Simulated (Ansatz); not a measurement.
Clusters are cut from relaxed bulk Ge (Fd-3m, 23.90 Å³/atom, gap on the mesh 0.00 eV) and relaxed in a periodic box with vacuum; the excess energy counts from that bulk. Caps count from half an H2 molecule.

Computed with DFT PBE, scalar-relativistic, plane waves, PAW in Ansatz.

Plane waves to 420 eV, a k mesh through Γ of 1×1×1 on the computed 39-atom cell and Gaussian smearing (0.05 eV); no spin polarisation.

Start (Ge15H24, sphere cut):

```xyz
39
Lattice="15.0000 0.0000 0.0000 0.0000 16.8000 0.0000 0.0000 0.0000 17.1000" Properties=species:S:1:pos:R:3 pbc="T T T"
Ge    6.0597    6.2396    7.8299
Ge    6.0597   12.0007    7.8299
Ge    7.5000    4.7993    6.3896
Ge    7.5000   10.5604    6.3896
Ge    7.5000   10.5604   12.1507
Ge    6.0597    9.1201    4.9493
Ge    6.0597    9.1201   10.7104
Ge    7.5000    7.6799    9.2701
Ge    8.9403    6.2396    4.9493
Ge    8.9403   12.0007   10.7104
Ge    4.6195   10.5604    9.2701
Ge   10.3805   10.5604    9.2701
Ge    8.9403    9.1201    7.8299
Ge    4.6195    7.6799    6.3896
Ge   10.3805    7.6799    6.3896
H     5.1706    5.3505    8.7190
H     6.9489   12.8898    8.7190
H     5.1706   12.8898    6.9407
H     6.6109    3.9102    5.5005
H     8.3891    3.9102    7.2787
H     8.3891   11.4495    5.5005
H     6.6109   11.4495   13.0398
H     8.3891    9.6713   13.0398
H     6.9489    8.2310    4.0602
H     5.1706   10.0093    4.0602
H     5.1706    8.2310   11.5995
H     8.3891    6.7907   10.1593
H     8.0511    7.1287    4.0602
H     9.8294    5.3505    4.0602
H     8.0511   12.8898    9.8213
H     9.8294   12.8898   11.5995
H     3.7303   11.4495   10.1593
H     3.7303    9.6713    8.3810
H    11.2697   11.4495    8.3810
H    11.2697    9.6713   10.1593
H     3.7303    6.7907    5.5005
H     3.7303    8.5690    7.2787
H    11.2697    6.7907    7.2787
H    11.2697    8.5690    5.5005
```

Q: Give the relaxed structure and its energy.

A: The free energy falls by 18 meV/atom.

* excess energy (eV per host atom): 0.325
* gap on the mesh (eV): 3.85
* highest filled level or Fermi level under vacuum (eV): 6.03

Relaxed structure:
```
CELL_PARAMETERS angstrom
15.00000 0.00000 0.00000
0.00000 16.80000 0.00000
0.00000 0.00000 17.10000
ATOMIC_POSITIONS crystal
Ge 0.40404 0.37482 0.45112
Ge 0.39154 0.71708 0.45039
Ge 0.50614 0.28523 0.38228
Ge 0.48774 0.63144 0.37086
Ge 0.50614 0.61982 0.71100
Ge 0.39153 0.55050 0.28673
Ge 0.40404 0.54976 0.62298
Ge 0.49118 0.46497 0.53442
Ge 0.61158 0.35832 0.30082
Ge 0.61158 0.70274 0.63920
Ge 0.31042 0.64406 0.55136
Ge 0.68621 0.62754 0.53603
Ge 0.58668 0.54906 0.45180
Ge 0.31042 0.44772 0.35847
Ge 0.68622 0.46333 0.37470
H 0.34196 0.32339 0.50338
H 0.44765 0.78318 0.48934
H 0.32341 0.75825 0.39585
H 0.45231 0.22590 0.33167
H 0.55927 0.23614 0.44296
H 0.54558 0.68564 0.31761
H 0.45230 0.67134 0.76929
H 0.55927 0.55806 0.75923
H 0.44763 0.51085 0.22178
H 0.32339 0.60601 0.24629
H 0.34195 0.49657 0.67350
H 0.55324 0.41253 0.58594
H 0.56126 0.39557 0.23099
H 0.68200 0.30047 0.26707
H 0.56126 0.77382 0.60261
H 0.68200 0.73708 0.69604
H 0.26910 0.70394 0.60973
H 0.23261 0.59851 0.51254
H 0.74392 0.68374 0.48520
H 0.75036 0.56733 0.57515
H 0.26910 0.38830 0.29964
H 0.23261 0.48723 0.40323
H 0.75037 0.42351 0.43386
H 0.74393 0.51506 0.31948
```

Each run keeps its start's symmetry and one magnetic start, so lower states can exist.

The run took 65 s on 4 threads of AMD EPYC 9R45 96-Core Processor (Zen 5), on a shared host, peak memory 2.9 GiB.